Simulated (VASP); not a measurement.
# SiC (Moissanite) (P6_3mc) in VASP: further runs, part 2 of 3

VASP 6.6.1. Earlier steps stand in the parts before.

### 4 Dielectric tensor, PBE

INCAR

```
SYSTEM = SiC
PREC = Accurate
ENCUT = 800
EDIFF = 1E-8
ISMEAR = 0
SIGMA = 0.01
LREAL = .False.
LASPH = .True.
NELM = 100
ALGO = Normal
ISIF = 2
LWAVE = .False.
LCHARG = .False.
GGA = PE
LEPSILON = .True.
```

KPOINTS

```
Automatic mesh
0
Gamma
  12 12 6
  0 0 0
```

POSCAR

```
SiC
1.0
    3.0760000000      0.0000000000      0.0000000000
   -1.5380000000      2.6638941420      0.0000000000
    0.0000000000      0.0000000000      5.0480000000
Si C
2 2
Direct
    0.6666666667      0.3333333333      0.5000000000
    0.3333333333      0.6666666667      0.0000000000
    0.6666666667      0.3333333333      0.8850000000
    0.3333333333      0.6666666667      0.3850000000
```

Potentials or basis: VASP PAW PBE potentials, release 64 (Si, C).

Started as:

```bash
$ cat potpaw_PBE.64/Si/POTCAR potpaw_PBE.64/C/POTCAR > POTCAR
$ mpirun -np 1 vasp_std > vasp.out
```

OUTCAR:

```text
SYSTEM = SiC
   PREC = Accurate
   ENCUT = 800
   EDIFF = 1E-8
   ISMEAR = 0
   LREAL = .False.
   LASPH = .True.
   NELM = 100
   ISIF = 2
   GGA = PE
   LEPSILON = .True.

 ion  position               nearest neighbor table
   1  0.667  0.333  0.500-   4 1.87   4 1.87   4 1.87   3 1.94   2 3.09   2 3.09   2 3.09   2 3.09
                             2 3.09   2 3.09
   2  0.333  0.667  0.000-   3 1.87   3 1.87   3 1.87   4 1.94   1 3.09   1 3.09   1 3.09   1 3.09
                             1 3.09   1 3.09
   3  0.667  0.333  0.885-   2 1.87   2 1.87   2 1.87   1 1.94
   4  0.333  0.667  0.385-   1 1.87   1 1.87   1 1.87   2 1.94

  LATTYP: Found a hexagonal cell.
 ALAT       =     3.0760000000
 C/A-ratio  =     1.6410923277

  Lattice vectors:

[... 626 lines left out ...]
           6.867643     0.000000    -0.000000
          -0.000000     6.867643     0.000000
           0.000000     0.000000     7.443753
 ------------------------------------------------------

 PIEZOELECTRIC TENSOR (including local field effects)  for field in x, y, z        (e  Angst)
          XX          YY          ZZ          XY          YZ          ZX
  --------------------------------------------------------------------------------
  x     0.00000    -0.00000     0.00000     0.00000     0.00000     1.44715
  y    -0.00000     0.00000    -0.00000     0.00000     1.44715     0.00000
  z     1.27487     1.27487    -1.99504     0.00000    -0.00000     0.00000

 PIEZOELECTRIC TENSOR (including local field effects)  for field in x, y, z        (C/m^2)
          XX          YY          ZZ          XY          YZ          ZX
  --------------------------------------------------------------------------------
  x     0.00000    -0.00000     0.00000     0.00000     0.00000     0.56053
  y    -0.00000     0.00000    -0.00000     0.00000     0.56053     0.00000
  z     0.49380     0.49380    -0.77275     0.00000    -0.00000     0.00000

 BORN EFFECTIVE CHARGES (including local field effects) (in |e|, cummulative output)
 ---------------------------------------------------------------------------------
 ion    1
    1     2.66254     0.00000    -0.00000
    2    -0.00000     2.66254     0.00000
    3     0.00000    -0.00000     2.91053
 ion    2
    1     2.66254     0.00000     0.00000
    2     0.00000     2.66254     0.00000
    3     0.00000     0.00000     2.91053
 ion    3
    1    -2.66254    -0.00000     0.00000
    2     0.00000    -2.66254    -0.00000
    3    -0.00000     0.00000    -2.91053
 ion    4
    1    -2.66254     0.00000    -0.00000
    2     0.00000    -2.66254     0.00000
    3     0.00000     0.00000    -2.91053
```

It took 11 min on 1 thread of Intel Xeon Platinum 8259CL at 2.50GHz (Skylake/Cascade Lake), shared host; peak memory 0.6 GiB.

Results:

```
Band gap on the k mesh                  : 2.32 eV, indirect (least direct gap 4.08 eV)
Electronic dielectric tensor (diagonal) : 6.87, 6.87, 7.44
Born charges (mean of the diagonal)     : Si +2.75; C -2.75 e
```

Electronic dielectric tensor:
```
6.87 0.00 0.00
0.00 6.87 0.00
0.00 0.00 7.44
```

Born effective charge tensors (e):
atom 1, Si
```
2.66 0.00 0.00
0.00 2.66 0.00
0.00 0.00 2.91
```
atom 2, Si
```
2.66 0.00 0.00
0.00 2.66 0.00
0.00 0.00 2.91
```
atom 3, C
```
-2.66  0.00  0.00
 0.00 -2.66  0.00
 0.00  0.00 -2.91
```
atom 4, C
```
-2.66  0.00  0.00
 0.00 -2.66  0.00
 0.00  0.00 -2.91
```

### 5 Dielectric tensor, PBE

INCAR, as its differences from that of step 4:

```diff
@@ -2,3 +2,3 @@
 PREC = Accurate
-ENCUT = 800
+ENCUT = 650
 EDIFF = 1E-8
```

KPOINTS

```
Automatic mesh
0
Gamma
  10 10 5
  0 0 0
```

POSCAR is that of step 4.

Potentials or basis: VASP PAW PBE potentials, release 64 (Si, C).

Started as:

```bash
$ cat potpaw_PBE.64/Si/POTCAR potpaw_PBE.64/C/POTCAR > POTCAR
$ mpirun -np 1 vasp_std > vasp.out
```

OUTCAR:

```text
SYSTEM = SiC
   PREC = Accurate
   ENCUT = 650
   EDIFF = 1E-8
   ISMEAR = 0
   LREAL = .False.
   LASPH = .True.
   NELM = 100
   ISIF = 2
   GGA = PE
   LEPSILON = .True.

 Found     42 irreducible k-points:

 Following reciprocal coordinates:
            Coordinates               Weight
  0.000000  0.000000  0.000000      1.000000
  0.100000 -0.000000  0.000000      6.000000
  0.200000 -0.000000  0.000000      6.000000
  0.300000  0.000000  0.000000      6.000000
  0.400000 -0.000000  0.000000      6.000000
  0.500000  0.000000  0.000000      3.000000
   k-points           NKPTS =     42   k-points in BZ     NKDIM =     42   number of bands    NBANDS=     12
   number of dos      NEDOS =    301   number of ions     NIONS =      4
   total plane-waves  NPLWV =  32928
   dimension x,y,z NGX =    28 NGY =   28 NGZ =   42
   dimension x,y,z NGXF=    56 NGYF=   56 NGZF=   84
   ions per type =               2   2
   NGX,Y,Z   is equivalent  to a cutoff of  15.13, 15.13, 13.83 a.u.
   NGXF,Y,Z  is equivalent  to a cutoff of  30.27, 30.27, 27.66 a.u.
 SYSTEM =  SiC
   PREC   = accura    normal or accurate (medium, high low for compatibility)
   ISTART =      0    job   : 0-new  1-cont  2-samecut
   ICHARG =      2    charge: 1-file 2-atom 10-const
   ISPIN  =      1    spin polarized calculation?
   LNONCOLLINEAR =      F non collinear calculations
   LSORBIT =      F    spin-orbit coupling
   LASPH  =      T    aspherical Exc in radial PAW
   ENCUT  =  650.0 eV  47.77 Ry    6.91 a.u.   6.39  6.39 10.49*2*pi/ulx,y,z
   NELM   =    100;   NELMIN=  2; NELMDL= -5     # of ELM steps
   EDIFF  = 0.1E-07   stopping-criterion for ELM
   LREAL  =      F    real-space projection
   EDIFFG = 0.1E-06   stopping-criterion for IOM
   NSW    =      0    number of steps for IOM
   IBRION =     -1    ionic relax: 0-MD 1-quasi-New 2-CG
   NFREE  =      0    steps in history (QN), initial steepest desc. (CG)
   ISIF   =      2    stress and relaxation
   ISYM   =      2    0-nonsym 1-usesym 2-fastsym
   POTIM  = 0.5000    time-step for ionic-motion
   TEBEG  =    0.0;   TEEND  =   0.0 temperature during run
   PSTRESS=    0.0 pullay stress
   NELECT =      16.0000    total number of electrons
   NUPDOWN=      -1.0000    fix difference up-down
   EMIN   =  10.00;   EMAX   =-10.00  energy-range for DOS
   EFERMI =   0.00;   METHOD = LEGACY
   ISMEAR =     0;   SIGMA  =   0.01  broadening in eV -4-tet -1-fermi 0-gaus
   EFERMI_NEDOS =   21; number of points for ismear=-14 and -15
   IALGO  =     38    algorithm
   IMIX   =      4    mixing-type and parameters
     AMIX     =   0.40;   BMIX     =  1.00
     AMIX_MAG =   1.60;   BMIX_MAG =  1.00
  volume/ion in A,a.u.               =      10.34        69.78
  Fermi-wavevector in a.u.,A,eV,Ry     =   1.192817  2.254098 19.358549  1.422813
  Thomas-Fermi vector in A             =   2.328847
   LORBIT       =      0    0 simple, 1 ext, 2 COOP (PROOUT), +10 PAW based schemes
   GGA     = PE    functional components
   LHFCALC =     F    Hartree Fock is set to
   AEXX    =    0.0000 exact exchange contribution
   IVDW    =     0    specifies the selected vdW correction
   LEPSILON=     T    determine dielectric tensor
   LRPA    =     F    only Hartree local field effects (RPA)
[... 114 lines left out ...]
  -------------------------------------------------------------------------------------
  Total        1.3064193      1.3064193      0.0568316      0.0000000      0.0000000      0.0000000
  in kB       50.6023319     50.6023319      2.2012932      0.0000000      0.0000000      0.0000000
  external PRESSURE =      34.4686523 kB  Pullay stress =       0.0000000 kB

 VOLUME and BASIS-vectors are now :
 -----------------------------------------------------------------------------
  energy-cutoff  :      650.00
  volume of cell :       41.36
      direct lattice vectors                 reciprocal lattice vectors
     3.076000000  0.000000000  0.000000000     0.325097529  0.187695146  0.000000000
    -1.538000000  2.663894142  0.000000000     0.000000000  0.375390292  0.000000000
     0.000000000  0.000000000  5.048000000     0.000000000  0.000000000  0.198098257

 POSITION                                       TOTAL-FORCE (eV/Angst)
 -----------------------------------------------------------------------------------
      1.53800      0.88796      2.52400         0.000000     -0.000000      0.752637
     -0.00000      1.77593      0.00000        -0.000000     -0.000000      0.752637
      1.53800      0.88796      4.46748        -0.000000      0.000000     -0.752637
     -0.00000      1.77593      1.94348         0.000000     -0.000000     -0.752637
 -----------------------------------------------------------------------------------
    total drift:                               -0.000000      0.000000     -0.000081

  FREE ENERGIE OF THE ION-ELECTRON SYSTEM (eV)
  ---------------------------------------------------
  free  energy   TOTEN  =       -30.0731253294 eV

  energy  without entropy=      -30.0731253294  energy(sigma->0) =      -30.07312533

 HEAD OF MICROSCOPIC STATIC DIELECTRIC TENSOR (INDEPENDENT PARTICLE, excluding Hartree and local field effects)
 ------------------------------------------------------
           7.126432     0.000000     0.000000
           0.000000     7.126432     0.000000
          -0.000000     0.000000     7.685213
 ------------------------------------------------------

 Free energy of the ion-electron system (eV)
  ---------------------------------------------------
  ---------------------------------------------------
  free energy    TOTEN  =        -0.72505394 eV

  energy without entropy =       -0.72505394

------------------------ aborting loop because EDIFF is reached ----------------------------------------

--------------------------------------- Ionic step        2  -------------------------------------------

------------------------ aborting loop because EDIFF is reached ----------------------------------------

--------------------------------------- Ionic step        3  -------------------------------------------

 Free energy of the ion-electron system (eV)
  ---------------------------------------------------
  ---------------------------------------------------
  free energy    TOTEN  =        -0.79514555 eV

  energy without entropy =       -0.79514555

------------------------ aborting loop because EDIFF is reached ----------------------------------------

 PIEZOELECTRIC TENSOR FIELD DIRECTION 3  (e Angst)
 -----------------------------------------------------------------------------
     1.27449  0.00000  0.00000           (  0.05798  0.00000  0.00000)
     0.00000  1.27449 -0.00000           (  0.00000  0.05798 -0.00000)
     0.00000 -0.00000 -1.99323           (  0.00000 -0.00000 -0.12173)

 PIEZOELECTRIC TENSOR FIELD DIRECTION 3  (C/m^2)
 -----------------------------------------------------------------------------
     0.49365  0.00000  0.00000
     0.00000  0.49365 -0.00000
     0.00000 -0.00000 -0.77205

 MACROSCOPIC STATIC DIELECTRIC TENSOR (including local field effects in DFT)
 ------------------------------------------------------
           6.884404     0.000000     0.000000
           0.000000     6.884404     0.000000
          -0.000000     0.000000     7.464161
 ------------------------------------------------------

 PIEZOELECTRIC TENSOR (including local field effects)  for field in x, y, z        (e  Angst)
          XX          YY          ZZ          XY          YZ          ZX
  --------------------------------------------------------------------------------
  x     0.00000     0.00000    -0.00000    -0.00000     0.00000     1.44744
  y    -0.00000     0.00000     0.00000     0.00000     1.44744     0.00000
  z     1.27449     1.27449    -1.99323     0.00000     0.00000     0.00000

 PIEZOELECTRIC TENSOR (including local field effects)  for field in x, y, z        (C/m^2)
          XX          YY          ZZ          XY          YZ          ZX
  --------------------------------------------------------------------------------
  x     0.00000     0.00000    -0.00000    -0.00000     0.00000     0.56064
  y    -0.00000     0.00000     0.00000     0.00000     0.56064     0.00000
  z     0.49365     0.49365    -0.77205     0.00000     0.00000     0.00000

 BORN EFFECTIVE CHARGES (including local field effects) (in |e|, cummulative output)
 ---------------------------------------------------------------------------------
 ion    1
    1     2.66315     0.00000     0.00000
    2    -0.00000     2.66315     0.00000
    3     0.00000    -0.00000     2.91158
 ion    2
    1     2.66315     0.00000     0.00000
    2     0.00000     2.66315     0.00000
    3     0.00000     0.00000     2.91158
 ion    3
    1    -2.66315     0.00000     0.00000
    2     0.00000    -2.66315    -0.00000
    3    -0.00000     0.00000    -2.91158
 ion    4
    1    -2.66315     0.00000     0.00000
    2     0.00000    -2.66315     0.00000
    3     0.00000    -0.00000    -2.91158
```

OSZICAR:

```text
N       E                     dE             d eps       ncg     rms          rms(c)
DAV:   1     0.449176194646E+02    0.44918E+02   -0.85114E+03  1008   0.143E+03
DAV:   2    -0.303502536434E+02   -0.75268E+02   -0.69280E+02  1476   0.202E+02
DAV:   3    -0.337752886688E+02   -0.34250E+01   -0.34033E+01  1324   0.439E+01
[... 12 lines left out ...]
RMM:   6    -0.794872538017E+00   -0.54805E-03   -0.12898E-05  1819   0.259E-02    0.707E-03
RMM:   7    -0.795059400436E+00   -0.18686E-03   -0.13927E-06  1779   0.847E-03    0.187E-03
RMM:   8    -0.795145481409E+00   -0.86081E-04   -0.58306E-07  1814   0.392E-03    0.329E-04
RMM:   9    -0.795143082297E+00    0.23991E-05   -0.33866E-07  1853   0.879E-04    0.163E-04
RMM:  10    -0.795145926301E+00   -0.28440E-05   -0.67773E-07  1745   0.469E-04    0.221E-05
RMM:  11    -0.795145553863E+00    0.37244E-06   -0.26995E-07  1137   0.240E-04    0.877E-06
```

Run time: 5.5 min. Hardware: 1 thread of Intel Xeon Platinum 8259CL at 2.50GHz (Skylake/Cascade Lake), shared host; peak memory 0.37 GiB.

These settings aren't checked as converged: the numbers below hold their error.

Results:

* Band gap on the k mesh: 2.48 eV, indirect (least direct gap 4.08 eV)
* Electronic dielectric tensor (diagonal): 6.88, 6.88, 7.46
* Born charges (mean of the diagonal): Si +2.75; C -2.75 e

Caveat: an odd mesh through Γ misses points on the zone boundary, where band edges often lie.

(Continued in part 3 of 3.)
